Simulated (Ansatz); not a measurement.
simple cubic against fcc along group 5

All numbers below come from DFT, LDA (PW92), plane waves (420 eV) with PAW, scalar-relativistic (Ansatz). (PAW data from PBE, frozen cores regenerated.)

Each structure is relaxed within its symmetry, in the lowest magnetic state of the tried starts. Differences under about 8 meV lie within the error of the k-point mesh.

```csv
element,E(simple cubic) − E(fcc) (meV/atom),V(simple cubic) (Å³/atom),V(fcc) (Å³/atom),state of simple cubic,state of fcc
V,568,13.49,12.98,spin not included,spin not included
Nb,647,18.94,17.77,spin not included,spin not included
Ta,855,19.33,17.76,spin not included,spin not included
```
